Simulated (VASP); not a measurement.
Runs of VASP 6.6.1 on LiF. Symmetry: Fm-3m, No. 225, cubic system. The conventional cell has a = 3.997 Å, b = 3.997 Å, c = 3.997 Å, α = 90.00°, β = 90.00°, γ = 90.00°. Around Li (site symmetry m-3m) lie 6 F at 2.00 Å. Around F (site symmetry m-3m) lie 6 Li at 2.00 Å. The cell is a database's computed one.

```csv
level,potentials or basis,k mesh,cutoff (eV),smearing,gap on the mesh (eV),pressure (GPa)
PBEsol,"VASP PAW PBE potentials, release 64 (Li_sv, F_h)",10 × 10 × 10,900,gaussian 0.02 eV,(a),-0.5
PBEsol,"VASP PAW PBE potentials, release 64 (Li_sv, F)",10 × 10 × 10,520,gaussian 0.5 eV,9.13,-
PBEsol,"VASP PAW PBE potentials, release 64 (Li_sv, F)",14 × 14 × 14,520,gaussian 0.02 eV,9.13,-
PBEsol,"VASP PAW PBE potentials, release 64 (Li_sv, F)",10 × 10 × 10,700,gaussian 0.02 eV,(b),0.0
r2SCAN,"VASP PAW PBE potentials, release 64 (Li_sv, F)",10 × 10 × 10,520,gaussian 0.02 eV,10.50,-
```

Alike in all rows: task single point; no spin polarisation; cell as given.

Fill in the values left out.

(a) 9.11; (b) 9.12.

Caveats: the PAW data sets were made with another functional, which shifts forces and pressure a little; the cutoff is under 1.25 times the usual one of these potentials, so pressure, stress and relaxed cells hold a basis-set (Pulay) error (some runs).

A k mesh can miss the band edges.
